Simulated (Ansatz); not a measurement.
# Cobalt, simple cubic under LDA: ground state and equation of state

Aim: take cobalt in the simple cubic structure, relax it, solve it on a dense k-mesh, switch on spin-orbit coupling, then scale the cell to 7 volumes from 88 to 112 % of the relaxed one and try a fit of the equation of state. The start is ferromagnetic. The k-meshes are 14×14×14 for the relaxation; 23×23×23 for the dense run; 14×14×14 for spin-orbit coupling; 16×16×16 for the volumes.

This is Co in the simple cubic structure; at room conditions it is hcp.

Program: Ansatz 0.2.0. Level of theory: DFT LDA (PW92), plane waves (420 eV) with PAW, scalar-relativistic; PAW files made under PBE, frozen cores solved again for the functional. These are calculated values, not measurements.

**1. The starting structure**

It takes space group Pm-3m (No. 221, cubic). The conventional cell has a = 2.287 Å, b = 2.287 Å, c = 2.287 Å, α = 90.00°, β = 90.00°, γ = 90.00°. Around Co (site symmetry m-3m) lie 6 Co at 2.29 Å.

Structure file:

```
CELL_PARAMETERS angstrom
2.28685 0.00000 0.00000
0.00000 2.28685 0.00000
0.00000 0.00000 2.28685
ATOMIC_POSITIONS crystal
Co 0.00000 0.00000 0.00000
```

Starting moments (μB): +1.7.

**2. Relaxing cell and atoms**

input.yaml reads:

```yaml
crystal:
  lattice:
    - [2.286848805, 0.0, 0.0]
    - [0.0, 2.286848805, 0.0]
    - [0.0, 0.0, 2.286848805]
  atoms:
    - { symbol: Co, position: [0.0, 0.0, 0.0], spin: 1.7 }
hamiltonian:
  xc: lda
  pseudopotentials:
    kind: paw
    azcp:
      Co: "pseudopotentials/Co.paw.azcp"
basis:
  ecutwfc: 420
  fft_grid_basis: typed
kpoints:
  mp_grid: { grid: [14, 14, 14], shift: [0, 0, 0] }
magnetization:
  spin_polarized: true
scf:
  occupations: { method: fermi_dirac, width: 0.05 }
relax:
  max_steps: 60
  f_tol: 0.01
  cell: {}
```

The program printed:

```text
Warning: <dir> the record states the generating functional pbe (its physics header spells it `PBE`), which answers neither for hamiltonian.xc's functional nor for the lda family's — results may be inconsistent (PPs are generated against a specific XC)
Warning: RAYON_NUM_THREADS=2 ignored (pool sized by the plan → 2); use --threads N
Engine: ansatz 0.2.0, aarch64-unknown-linux-gnu
Pseudopotentials: kind: paw
Pseudopotential: Co, paw, valence charge 17, recommended cutoff 420 eV (normal), <dir>
Functional definition: SPW92
  exchange = slater_x
  correlation = pw_c
Crystal: 1 atoms, lattice volume = 11.959 Å³
Basis set: ecut = 420 eV, 251 PW (Γ)
Bands: 14, of which v1, the nominal top of the filled ones, is band 9 counted from 1 (8 counted from 0)
Symmetry: 48 space group operations
Space group: Pm-3m (ITA 221), of the structure as read, at distance tolerance 2.3e-5 Å
Magnetic group: BNS 221.92 (UNI 1594), of the structure as read, at distance tolerance 2.3e-5 Å
k-points: 120 of 2744
Non-local potential: Co, projectors of the file, l = 0: 3, l = 1: 2, l = 2: 3, l = 3: 1
PAW form: soft (Blöchl's): semilocal exchange-correlation on the pseudo side does not see the compensation charge
PAW frozen core: Co, regenerated for the run's functional, and the local potential with it (the file was generated under x = pbe(κ = 0.804, μ = 0.2195149727645171), c = pbe(β = 0.06672455060314922))
PAW one-centre angular grid: Co, 590 points (default); XC on 64 Gauss nodes
Initial density: superposition of atomic densities (chi_scale 0.1, normalization cell)
Starting moments: Σ|m| = 1.7 μB on 1 of 1 site
Initial wavefunctions: pseudopotential atomic-orbital guess
Functional: x = slater, c = lda
SCF iter   1: F=—  HF=-5061.263870 eV  |F-HF|=—  |Δ(HF+E_count)|=         —  Δρ=9.84e-2 (↑2.89e-2 ↓9.84e-2)  dr2=9.21e-1  dr2_m=1.77e-1  M=1.760 μB ∫|m|=1.778 μB  β_m=0.30  ethr=3.10e-3  ⟨swp⟩=5.2  Hψ=16813  notcnv=0
Mixer restart at iter 1: flushing history
preconditioner: auto → none  [metal: Δε(μ)=0.005 eV  Ē_g=14.564 eV  σ=0.050 eV  W_gap=0.02  n_scr=6 (ndim 8)  ℏωp=32.2 eV  f_vac=0.000  D(μ)=1.48/eV (n_scr^D=18)  sad-step TF]
SCF iter   2: F=—  HF=-5061.020160 eV  |F-HF|=—  |Δ(HF+E_count)|=   2.44e-1  Δρ=3.56e-2 (↑2.44e-2 ↓3.56e-2)  dr2=1.58e-2  dr2_m=9.39e-2  M=1.737 μB ∫|m|=1.761 μB  β_m=0.35  ethr=3.10e-3  ⟨swp⟩=2.3  Hψ=6713  notcnv=0  defer=109
SCF iter   3: F=—  HF=-5061.416578 eV  |F-HF|=—  |Δ(HF+E_count)|=         —  Δρ=2.56e-2 (↑2.56e-2 ↓1.66e-2)  dr2=1.44e-2  dr2_m=4.46e-2  M=1.740 μB ∫|m|=1.771 μB  β_m=0.35  ethr=9.29e-5  ⟨swp⟩=2.1  Hψ=5582  notcnv=0  defer=109
Mixer restart at iter 3: flushing history
SCF iter   4: F=—  HF=-5061.634398 eV  |F-HF|=—  |Δ(HF+E_count)|=   2.18e-1  Δρ=1.47e-2 (↑1.47e-2 ↓8.44e-3)  dr2=9.44e-3  dr2_m=1.26e-2  M=1.721 μB ∫|m|=1.753 μB  β_m=0.59  ethr=8.49e-5  ⟨swp⟩=2.2  Hψ=5774  notcnv=0  defer=109
SCF iter   5: F=—  HF=-5061.858150 eV  |F-HF|=—  |Δ(HF+E_count)|=   2.24e-1  Δρ=8.97e-3 (↑2.93e-3 ↓8.97e-3)  dr2=5.96e-3  dr2_m=3.23e-3  M=1.662 μB ∫|m|=1.696 μB  β_m=0.79  ethr=5.55e-5  ⟨swp⟩=2.2  Hψ=7094  notcnv=0  defer=100
SCF iter   6: F=—  HF=-5061.886196 eV  |F-HF|=—  |Δ(HF+E_count)|=   2.80e-2  Δρ=1.37e-2 (↑1.37e-2 ↓4.50e-3)  dr2=1.78e-2  dr2_m=2.66e-3  M=1.625 μB ∫|m|=1.661 μB  β_m=0.60  ethr=3.51e-5  ⟨swp⟩=2.1  Hψ=7463  notcnv=0  defer=108
SCF iter   7: F=—  HF=-5061.873034 eV  |F-HF|=—  |Δ(HF+E_count)|=   1.32e-2  Δρ=4.34e-3 (↑3.00e-3 ↓4.34e-3)  dr2=3.98e-3  dr2_m=1.05e-4  M=1.637 μB ∫|m|=1.673 μB  β_m=0.58  ethr=3.51e-5  ⟨swp⟩=2.1  Hψ=7463  notcnv=0  defer=110
SCF iter   8: F=—  HF=-5061.879508 eV  |F-HF|=—  |Δ(HF+E_count)|=   6.47e-3  Δρ=2.01e-3 (↑4.39e-4 ↓2.01e-3)  dr2=3.14e-4  dr2_m=1.18e-4  M=1.613 μB ∫|m|=1.650 μB  β_m=0.79  ethr=2.34e-5  ⟨swp⟩=2.1  Hψ=5663  notcnv=0  defer=114
SCF iter   9: F=—  HF=-5061.879982 eV  |F-HF|=—  |Δ(HF+E_count)|=   4.74e-4  Δρ=4.06e-4 (↑4.06e-4 ↓1.58e-4)  dr2=3.92e-6  dr2_m=8.33e-6  M=1.604 μB ∫|m|=1.642 μB  β_m=0.89  ethr=1.85e-6  ⟨swp⟩=2.0  Hψ=5366  notcnv=0  defer=115
SCF iter  10: F=—  HF=-5061.879983 eV  |F-HF|=—  |Δ(HF+E_count)|=   7.01e-7  Δρ=1.14e-4 (↑1.14e-4 ↓4.01e-5)  dr2=4.76e-7  dr2_m=6.17e-7  M=1.603 μB ∫|m|=1.641 μB  β_m=0.90  ethr=2.31e-8  ⟨swp⟩=1.1  Hψ=3448  notcnv=0  defer=115
SCF iter  11: F=—  HF=-5061.879983 eV  |F-HF|=—  |Δ(HF+E_count)|=   1.61e-7  Δρ=3.02e-5 (↑6.73e-6 ↓3.02e-5)  dr2=5.19e-8  dr2_m=3.27e-8  M=1.603 μB ∫|m|=1.641 μB  β_m=0.95  ethr=2.80e-9  ⟨swp⟩=2.3  Hψ=4367  notcnv=0  defer=115
SCF iter  12: F=-5061.879983 eV  HF=-5061.879983 eV  |F-HF|=2.12e-9  |Δ(HF+E_count)|=   6.73e-9  Δρ=5.72e-6 (↑1.22e-6 ↓5.72e-6)  dr2=2.96e-9  dr2_m=9.00e-10  M=1.603 μB ∫|m|=1.641 μB  ethr=3.05e-10  ⟨swp⟩=2.3  Hψ=10390  notcnv=0
SCF 1 converged in 12 iterations: F = -5061.879983 eV  dr2 = 2.96e-9
relax step   1: F+E_penalty+E_count = -5061.87998258 eV  Δ(F+E_penalty+E_count) = +0.000e0 eV  max|allowed force component| = 0.000e0 eV/Å  Δτ_max = 0.0000 Å  P = -7.131 GPa  Ω = 11.959 Å³  (12 SCF iters, dr2 threshold 1.00e-7 eV, accepted)
Crystal: 1 atoms, lattice volume = 11.719 Å³
Initial density: handed on by an earlier stage of this run
Starting moments: Σ|m| = 1.7 μB on 1 of 1 site; this step starts from the density that it was given
Initial wavefunctions: those handed on with the density
iter 1 solved again at ethr=1.79e-5 eV; its pass at ethr=3.10e-3 eV (dr2=3.04e-3 eV) is discarded
SCF iter   1: F=—  HF=-5061.888521 eV  |F-HF|=—  |Δ(HF+E_count)|=         —  Δρ=5.91e-3 (↑5.91e-3 ↓1.23e-3)  dr2=2.97e-3  dr2_m=8.40e-4  M=1.583 μB ∫|m|=1.619 μB  β_m=0.65  ethr=1.79e-5  ⟨swp⟩=1.0  Hψ=21746  notcnv=0
preconditioner: auto → none  [metal: Δε(μ)=0.013 eV  Ē_g=15.484 eV  σ=0.050 eV  W_gap=0.07  n_scr=0 (ndim 8)  ℏωp=32.5 eV  f_vac=0.000  D(μ)=1.63/eV (n_scr^D=26)]
SCF iter   2: F=—  HF=-5061.888832 eV  |F-HF|=—  |Δ(HF+E_count)|=   3.11e-4  Δρ=4.97e-3 (↑4.89e-3 ↓4.97e-3)  dr2=5.66e-3  dr2_m=6.75e-6  M=1.586 μB ∫|m|=1.623 μB  β_m=0.30  ethr=1.75e-5  ⟨swp⟩=2.0  Hψ=6728  notcnv=0
SCF iter   3: F=—  HF=-5061.887554 eV  |F-HF|=—  |Δ(HF+E_count)|=   1.28e-3  Δρ=1.90e-3 (↑1.30e-3 ↓1.90e-3)  dr2=2.46e-5  dr2_m=2.61e-4  M=1.581 μB ∫|m|=1.617 μB  β_m=0.61  ethr=1.75e-5  ⟨swp⟩=2.6  Hψ=6245  notcnv=0
SCF iter   4: F=—  HF=-5061.888361 eV  |F-HF|=—  |Δ(HF+E_count)|=   8.07e-4  Δρ=1.35e-3 (↑7.06e-4 ↓1.35e-3)  dr2=4.87e-5  dr2_m=1.11e-4  M=1.571 μB ∫|m|=1.608 μB  β_m=0.59  ethr=1.45e-7  ⟨swp⟩=2.0  Hψ=5716  notcnv=0
SCF iter   5: F=—  HF=-5061.888670 eV  |F-HF|=—  |Δ(HF+E_count)|=   3.09e-4  Δρ=6.94e-4 (↑6.94e-4 ↓4.11e-4)  dr2=9.60e-6  dr2_m=3.07e-5  M=1.562 μB ∫|m|=1.600 μB  β_m=0.71  ethr=1.45e-7  ⟨swp⟩=2.0  Hψ=5471  notcnv=0
SCF iter   6: F=—  HF=-5061.888662 eV  |F-HF|=—  |Δ(HF+E_count)|=   8.25e-6  Δρ=3.20e-4 (↑1.55e-4 ↓3.20e-4)  dr2=1.48e-5  dr2_m=1.01e-6  M=1.557 μB ∫|m|=1.595 μB  β_m=0.85  ethr=5.64e-8  ⟨swp⟩=2.0  Hψ=5485  notcnv=0
SCF iter   7: F=—  HF=-5061.888682 eV  |F-HF|=—  |Δ(HF+E_count)|=   2.04e-5  Δρ=5.93e-5 (↑4.12e-5 ↓5.93e-5)  dr2=4.10e-8  dr2_m=2.68e-7  M=1.560 μB ∫|m|=1.598 μB  β_m=0.93  ethr=5.64e-8  ⟨swp⟩=2.0  Hψ=5416  notcnv=0
SCF iter   8: F=—  HF=-5061.888682 eV  |F-HF|=—  |Δ(HF+E_count)|=   1.66e-7  Δρ=1.69e-5 (↑2.90e-6 ↓1.69e-5)  dr2=1.81e-8  dr2_m=8.49e-9  M=1.559 μB ∫|m|=1.597 μB  β_m=0.96  ethr=2.41e-10  ⟨swp⟩=2.0  Hψ=5490  notcnv=0
SCF iter   9: F=-5061.888682 eV  HF=-5061.888682 eV  |F-HF|=8.51e-10  |Δ(HF+E_count)|=   1.56e-8  Δρ=2.98e-6 (↑1.12e-6 ↓2.98e-6)  dr2=1.05e-9  dr2_m=1.15e-10  M=1.560 μB ∫|m|=1.597 μB  ethr=1.07e-10  ⟨swp⟩=2.0  Hψ=10173  notcnv=0
SCF 2 converged in 9 iterations: F = -5061.888682 eV  dr2 = 1.05e-9
relax step   2: F+E_penalty+E_count = -5061.88868208 eV  Δ(F+E_penalty+E_count) = -8.699e-3 eV  max|allowed force component| = 0.000e0 eV/Å  Δτ_max = 0.0000 Å  P = -3.900 GPa  Ω = 11.719 Å³  energy of the carried Pulay correction = +3.554e-4 eV  (9 SCF iters, dr2 threshold 1.00e-7 eV, accepted)
Crystal: 1 atoms, lattice volume = 11.441 Å³
iter 1 solved again at ethr=2.39e-5 eV; its pass at ethr=3.10e-3 eV (dr2=4.06e-3 eV) is discarded
SCF iter   1: F=—  HF=-5061.891707 eV  |F-HF|=—  |Δ(HF+E_count)|=         —  Δρ=5.59e-3 (↑5.59e-3 ↓2.19e-3)  dr2=3.99e-3  dr2_m=4.06e-4  M=1.546 μB ∫|m|=1.582 μB  β_m=0.65  ethr=2.39e-5  ⟨swp⟩=1.0  Hψ=22116  notcnv=0
preconditioner: auto → none  [metal: Δε(μ)=0.008 eV  Ē_g=15.718 eV  σ=0.050 eV  W_gap=0.04  n_scr=0 (ndim 8)  ℏωp=32.9 eV  f_vac=0.000  D(μ)=1.53/eV (n_scr^D=26)]
SCF iter   2: F=—  HF=-5061.892242 eV  |F-HF|=—  |Δ(HF+E_count)|=   5.34e-4  Δρ=5.84e-3 (↑5.72e-3 ↓5.84e-3)  dr2=7.56e-3  dr2_m=1.03e-5  M=1.546 μB ∫|m|=1.582 μB  β_m=0.24  ethr=2.34e-5  ⟨swp⟩=2.0  Hψ=6732  notcnv=0
SCF iter   3: F=—  HF=-5061.890430 eV  |F-HF|=—  |Δ(HF+E_count)|=   1.81e-3  Δρ=2.47e-3 (↑8.25e-4 ↓2.47e-3)  dr2=4.05e-4  dr2_m=1.30e-4  M=1.543 μB ∫|m|=1.579 μB  β_m=0.65  ethr=2.34e-5  ⟨swp⟩=2.2  Hψ=5830  notcnv=0
SCF iter   4: F=—  HF=-5061.891692 eV  |F-HF|=—  |Δ(HF+E_count)|=   1.26e-3  Δρ=1.42e-3 (↑5.37e-4 ↓1.42e-3)  dr2=8.74e-5  dr2_m=9.42e-5  M=1.533 μB ∫|m|=1.569 μB  β_m=0.82  ethr=2.38e-6  ⟨swp⟩=2.1  Hψ=5872  notcnv=0
SCF iter   5: F=—  HF=-5061.892105 eV  |F-HF|=—  |Δ(HF+E_count)|=   4.12e-4  Δρ=5.56e-4 (↑3.69e-4 ↓5.56e-4)  dr2=1.65e-6  dr2_m=2.19e-5  M=1.526 μB ∫|m|=1.562 μB  β_m=0.91  ethr=5.14e-7  ⟨swp⟩=2.3  Hψ=5059  notcnv=0
SCF iter   6: F=—  HF=-5061.892076 eV  |F-HF|=—  |Δ(HF+E_count)|=   2.85e-5  Δρ=6.42e-4 (↑1.57e-4 ↓6.42e-4)  dr2=3.90e-5  dr2_m=8.14e-6  M=1.521 μB ∫|m|=1.558 μB  β_m=0.91  ethr=9.72e-9  ⟨swp⟩=3.0  Hψ=6407  notcnv=0
SCF iter   7: F=—  HF=-5061.892119 eV  |F-HF|=—  |Δ(HF+E_count)|=   4.32e-5  Δρ=4.58e-5 (↑4.58e-5 ↓4.16e-5)  dr2=2.53e-9  dr2_m=1.98e-7  M=1.524 μB ∫|m|=1.561 μB  β_m=0.95  ethr=9.72e-9  ⟨swp⟩=2.9  Hψ=6054  notcnv=0
SCF iter   8: F=—  HF=-5061.892119 eV  |F-HF|=—  |Δ(HF+E_count)|=   8.07e-8  Δρ=1.57e-5 (↑3.77e-6 ↓1.57e-5)  dr2=1.22e-8  dr2_m=9.19e-9  M=1.524 μB ∫|m|=1.561 μB  β_m=0.84  ethr=1.49e-11  ⟨swp⟩=2.7  Hψ=6003  notcnv=0
SCF iter   9: F=-5061.892119 eV  HF=-5061.892119 eV  |F-HF|=1.32e-9  |Δ(HF+E_count)|=   1.73e-8  Δρ=4.05e-6 (↑9.15e-7 ↓4.05e-6)  dr2=1.57e-9  dr2_m=3.28e-10  M=1.524 μB ∫|m|=1.561 μB  ethr=1.49e-11  ⟨swp⟩=1.5  Hψ=10111  notcnv=0
SCF 3 converged in 9 iterations: F = -5061.892119 eV  dr2 = 1.57e-9
relax step   3: F+E_penalty+E_count = -5061.89211936 eV  Δ(F+E_penalty+E_count) = -3.437e-3 eV  max|allowed force component| = 0.000e0 eV/Å  Δτ_max = 0.0000 Å  P = +0.550 GPa  Ω = 11.441 Å³  energy of the carried Pulay correction = +7.748e-4 eV  (9 SCF iters, dr2 threshold 1.00e-7 eV, accepted)
[... 10 lines left out ...]
relax step   4: F+E_penalty+E_count = -5061.89212223 eV  Δ(F+E_penalty+E_count) = -2.876e-6 eV  max|allowed force component| = 0.000e0 eV/Å  Δτ_max = 0.0000 Å  P = -0.032 GPa  Ω = 11.475 Å³  energy of the carried Pulay correction = +7.236e-4 eV  (6 SCF iters, dr2 threshold 1.00e-7 eV, accepted)
[... 14 lines left out ...]
relax step   5: F+E_penalty+E_count = -5061.89153135 eV  Δ(F+E_penalty+E_count) = +5.909e-4 eV  max|allowed force component| = 0.000e0 eV/Å  Δτ_max = 0.0000 Å  P = -0.123 GPa  Ω = 11.475 Å³  stress off target by 1.23e-1 GPa  SCF on the basis re-selected at this cell (its energy is not comparable with the rows above)  (10 SCF iters)
[... 12 lines left out ...]
relax step   6: F+E_penalty+E_count = -5061.89154535 eV  Δ(F+E_penalty+E_count) = -1.400e-5 eV  max|allowed force component| = 0.000e0 eV/Å  Δτ_max = 0.0000 Å  P = -0.001 GPa  Ω = 11.468 Å³  energy of the carried Pulay correction = +1.124e-5 eV  (7 SCF iters, dr2 threshold 3.81e-8 eV, accepted)
iter 1 solved again at ethr=1.64e-9 eV; its pass at ethr=3.10e-3 eV (dr2=2.78e-7 eV) is discarded
SCF iter   1: F=—  HF=-5061.891542 eV  |F-HF|=—  |Δ(HF+E_count)|=         —  Δρ=2.66e-6 (↑1.19e-6 ↓2.66e-6)  dr2=1.08e-9  dr2_m=7.75e-11  M=1.526 μB ∫|m|=1.563 μB  β_m=0.65  ethr=1.64e-9  ⟨swp⟩=4.0  Hψ=28535  notcnv=0
preconditioner: auto → none  [metal: Δε(μ)=0.010 eV  Ē_g=15.726 eV  σ=0.050 eV  W_gap=0.05  n_scr=0 (ndim 8)  ℏωp=32.9 eV  f_vac=0.000  D(μ)=1.48/eV (n_scr^D=26)]
SCF iter   2: F=—  HF=-5061.891542 eV  |F-HF|=—  |Δ(HF+E_count)|=   2.22e-9  Δρ=4.24e-6 (↑4.24e-6 ↓9.72e-7)  dr2=1.13e-9  dr2_m=3.64e-10  M=1.526 μB ∫|m|=1.563 μB  β_m=0.30  ethr=6.33e-12  ⟨swp⟩=2.0  Hψ=5472  notcnv=0
SCF iter   3: F=—  HF=-5061.891542 eV  |F-HF|=—  |Δ(HF+E_count)|=  8.37e-10  Δρ=1.51e-6 (↑1.18e-6 ↓1.51e-6)  dr2=5.69e-11  dr2_m=1.76e-10  M=1.526 μB ∫|m|=1.563 μB  β_m=0.65  ethr=6.33e-12  ⟨swp⟩=2.6  Hψ=5058  notcnv=0
SCF iter   4: F=—  HF=-5061.891542 eV  |F-HF|=—  |Δ(HF+E_count)|=  9.93e-10  Δρ=1.15e-6 (↑7.38e-7 ↓1.15e-6)  dr2=2.50e-11  dr2_m=9.09e-11  M=1.526 μB ∫|m|=1.563 μB  β_m=0.82  ethr=1.00e-12  ⟨swp⟩=2.0  Hψ=4332  notcnv=0
SCF iter   5: F=—  HF=-5061.891542 eV  |F-HF|=—  |Δ(HF+E_count)|=  3.41e-10  Δρ=4.84e-7 (↑1.32e-7 ↓4.84e-7)  dr2=1.59e-11  dr2_m=8.16e-12  M=1.526 μB ∫|m|=1.563 μB  β_m=0.78  ethr=1.00e-12  ⟨swp⟩=1.7  Hψ=3854  notcnv=0
SCF iter   6: F=—  HF=-5061.891542 eV  |F-HF|=—  |Δ(HF+E_count)|=  2.91e-11  Δρ=4.33e-8 (↑4.33e-8 ↓3.44e-8)  dr2=1.85e-13  dr2_m=1.19e-14  M=1.526 μB ∫|m|=1.563 μB  β_m=0.89  ethr=1.00e-12  ⟨swp⟩=1.7  Hψ=3851  notcnv=0
SCF iter   7: F=-5061.891542 eV  HF=-5061.891542 eV  |F-HF|=1.82e-12  |Δ(HF+E_count)|=  9.09e-13  Δρ=3.70e-8 (↑1.57e-8 ↓3.70e-8)  dr2=1.54e-13  dr2_m=1.58e-14  M=1.526 μB ∫|m|=1.563 μB  ethr=1.00e-12  ⟨swp⟩=3.1  Hψ=11251  notcnv=0
SCF 7 converged in 7 iterations: F = -5061.891542 eV  dr2 = 1.54e-13
relax step   7: F+E_penalty+E_count = -5061.89154175 eV  Δ(F+E_penalty+E_count) = +3.605e-6 eV  max|allowed force component| = 0.000e0 eV/Å  Δτ_max = 0.0000 Å  P = -0.002 GPa  Ω = 11.468 Å³  stress off target by 2.21e-3 GPa  SCF on the basis re-selected at this cell (its energy is not comparable with the rows above)  (7 SCF iters)
basis re-selected at this cell: Δ(F+E_penalty+E_count) = +3.605e-6 eV, ΔP = -0.001 GPa vs the last step (what re-selecting the basis moved, of the pressure what is left beyond the Pulay correction that the steps carried, after the strain that the cell walked since its last selection, with what the two solves' SCF thresholds leave and, on support functions, any second-order correction that the steps lacked; it is no measure of the basis error at this ecutwfc). This SCF's stress stands 2.21e-3 GPa from its target on what of the cell is left free (relax.cell.stress_tol is 5.00e-2 GPa) and its largest allowed force component is 0.00e0 eV/Å (relax.f_tol is 1.00e-2 eV/Å): within both
SCF converged after 7 iterations
Magnetization: 1.5265 μB (9.2632 up, 7.7368 down)
Absolute magnetization: 1.5634 μB (∫|ρ↑−ρ↓|, with the PAW one-centre terms)
Spin contamination: 0.0107 ħ² per cell (⟨S²⟩ above its minimum at these occupations)
Per-site moments (μB) at R_I (Å): [(1.515033635269967, 0.9302194151468091)]
Free energy (F): -5061.891542 eV
Harris-Foulkes:  -5061.891542 eV  (|F-HF|=1.82e-12)
Internal energy: -5061.879382 eV  (E = F + TS)
E sigma→0 (E₀):  -5061.885462 eV
Entropy (-TS):   -0.012160 eV (-12.160 meV/atom)
Fermi energy:    17.231192 eV
--- Per-component energies (eV) ---
  E_band       = -266.560480
  E_kinetic    = 456.273868
  E_local      = -3014.622502  (includes V_loc(G=0)·N_el)
  E_nonlocal   = 462.916597
  E_hartree    = 1263.969215
  E_xc         = -157.372364
  E_vxc        = -204.301464  (∫ρ·V_xc dr)
  E_paw        = -1455.502082  (= ΣΔE_a)
  E_vpaw       = -494.765412  (= ΣTr[D̂ρ^β])
  E_aug_tail   = 0.000032  (compensation charges beyond the density's cutoff)
  E_ewald      = -2617.960396
  E_core_change = 0.418251  (= ΣΔE_core)
  E_smearing   = -0.012160  (= −TS)
  E_closure    = 0.000000  (closes the sum)
  Σ components = -5061.891542   (vs F -5061.891542, Δ=0.00e0)
--- Forces (eV/Å), atoms counted from 1 ---
  atom   1  Co    -0.00000000    -0.00000000     0.00000000
  max |Σ_I F_I| component: 2.57e-32 eV/Å
--- Stress (GPa, compression-positive) ---
       -0.002211      -0.000000      -0.000000
       -0.000000      -0.002211      -0.000000
       -0.000000       0.000000      -0.002211
  P = ⅓ Tr σ = -0.0022 GPa (-0.022 kbar)
--- Relaxed structure (5 steps of the walk, 5 accepted, 2 SCFs on fresh bases) ---
  F+E_penalty+E_count = -5061.89154175 eV   max|allowed force component| = 0.000e0 eV/Å   (the final SCF, on the basis selected at the relaxed cell)
  cell:  # Å, volume = 11.4679 Å³
    - [2.2550773700528706, 2.4395112628904986e-33, 3.209883240645393e-34]
    - [3.851859888774472e-34, 2.2550773700528706, -2.0864241064195054e-34]
    - [3.851859888774472e-34, -2.0864241064195054e-34, 2.2550773700528706]
  atoms:
    - { symbol: Co, position: [0.0, 0.0, 0.0] }
```

Wall time 8.7 s (2 threads of Arm Neoverse V2, shared host); peak memory 0.28 GiB.

The steps of the relaxation:

| step | energy change (meV/atom) | largest force (eV/Å) | pressure (GPa) | volume (Å³/atom) |
| --- | --- | --- | --- | --- |
| 1 | 0.00 | 0.0000 | -7.13 | 11.959 |
| 2 | -8.70 | 0.0000 | -3.90 | 11.719 |
| 3 | -12.14 | 0.0000 | 0.55 | 11.441 |
| 4 | -12.14 | 0.0000 | -0.03 | 11.475 |
| 5 | -11.55 | 0.0000 | -0.12 | 11.475 |
| 6 | -11.56 | 0.0000 | 0.00 | 11.468 |
| 7 | -11.56 | 0.0000 | 0.00 | 11.468 |

Steps that repeat a cell are solved on a basis chosen anew, so their changes of energy are no gain of the relaxation.

Changes in the cell that was computed:

|  | before | after | change |
| --- | --- | --- | --- |
| a (Å) | 2.287 | 2.255 | -1.4 % |
| b (Å) | 2.287 | 2.255 | -1.4 % |
| c (Å) | 2.287 | 2.255 | -1.4 % |
| volume (Å³/atom) | 11.959 | 11.468 | -4.1 % |
| shortest distance (Å) | 2.287 | 2.255 | -1.4 % |
| space group (spins left aside) | Pm-3m | Pm-3m | same |

**3. The energy on a finer k-mesh**

input.yaml reads:

```yaml
crystal:
  lattice:
    - [2.2550773701, 0.0, 0.0]
    - [0.0, 2.2550773701, 0.0]
    - [0.0, 0.0, 2.2550773701]
  atoms:
    - { symbol: Co, position: [0.0, 0.0, 0.0], spin: 1.515 }
hamiltonian:
  xc: lda
  pseudopotentials:
    kind: paw
    azcp:
      Co: "pseudopotentials/Co.paw.azcp"
basis:
  ecutwfc: 420
  fft_grid_basis: typed
kpoints:
  mp_grid: { grid: [23, 23, 23], shift: [0, 0, 0] }
magnetization:
  spin_polarized: true
scf:
  occupations: { method: fermi_dirac, width: 0.05 }
```

The program printed, cut to the lines that bear on the results:

```text
Warning: <dir> the record states the generating functional pbe (its physics header spells it `PBE`), which answers neither for hamiltonian.xc's functional nor for the lda family's — results may be inconsistent (PPs are generated against a specific XC)
Warning: RAYON_NUM_THREADS=2 ignored (pool sized by the plan → 2); use --threads N
[...]
[... 3 set-up lines as earlier in the session ...]
[...]
Crystal: 1 atoms, lattice volume = 11.468 Å³
Basis set: ecut = 420 eV, 251 PW (Γ)
[...]
SCF iter  10: F=-5061.891813 eV  HF=-5061.891813 eV  |F-HF|=3.27e-11  |Δ(HF+E_count)|=  2.58e-10  Δρ=5.90e-7 (↑2.92e-7 ↓5.90e-7)  dr2=5.06e-11  dr2_m=8.48e-12  M=1.559 μB ∫|m|=1.595 μB  ethr=9.13e-12  ⟨swp⟩=1.0  Hψ=27225  notcnv=0
[...]
SCF converged after 10 iterations
Magnetization: 1.5587 μB (9.2794 up, 7.7206 down)
Absolute magnetization: 1.5949 μB (∫|ρ↑−ρ↓|, with the PAW one-centre terms)
Spin contamination: 0.0108 ħ² per cell (⟨S²⟩ above its minimum at these occupations)
Per-site moments (μB) at R_I (Å): [(1.5455592431257745, 0.9302194151662501)]
Free energy (F): -5061.891813 eV
[...]
E sigma→0 (E₀):  -5061.885723 eV
Entropy (-TS):   -0.012181 eV (-12.181 meV/atom)
Fermi energy:    17.234709 eV
[...]
```

Wall time 3.9 s (2 threads of Arm Neoverse V2, shared host); peak memory 0.35 GiB.

[end of part 1 of 3]
